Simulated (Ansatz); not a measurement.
Here is an Ansatz 0.2.0 calculation.

The input input.yaml:

```yaml
crystal:
  lattice:
    - [-1.602103413, 1.602103413, 2.08339225]
    - [1.602103413, -1.602103413, 2.08339225]
    - [1.602103413, 1.602103413, -2.08339225]
  atoms:
    - { symbol: Fe, position: [0.0, 0.0, 0.0], spin: 3.0 }
    - { symbol: O, position: [0.5, 0.5, 0.0] }
hamiltonian:
  xc: lda
  pseudopotentials: { kind: paw }
magnetization:
  spin_polarized: true
kpoints:
  mp_grid: { grid: [12, 12, 12] }
scf:
  occupations: { method: fermi_dirac, width: 0.05 }
  n_extra_bands: 6
output:
  forces: true
  stress: true
  eigenvalues: true
  dos: { projected: true, de: 0.05, nscf_kmesh: { grid: [18, 18, 18] } }
  write_density: true
  write_potential: true
  elf: true
  volumetric_format: npy
```

Potentials or basis: Ansatz PAW.

Launch:

```sh
$ ansatz run input.yaml --threads 2 --pin off --max-ram 5632MiB --backend cpu --events-out ev --progress --plain --runs-dir out
```

(1) What does it give for the net moment?

(2) Estimate the pressure.

Answers

(1) 4.00 μB per cell.

(2) -22.5 GPa.

Caveat: the pressure holds a Pulay correction of +0.9 GPa for the finite cutoff; a cell with one magnetic atom can't hold antiferromagnetic order, which such compounds often take; semilocal functionals often make such compounds metallic where correlation or magnetic order opens a gap, which also shifts bond lengths; the PAW data sets come from PBE, with cores solved anew for the run's functional, which leaves a small shift of forces and pressure; the density of states is complete only up to the lowest level of the last band computed.
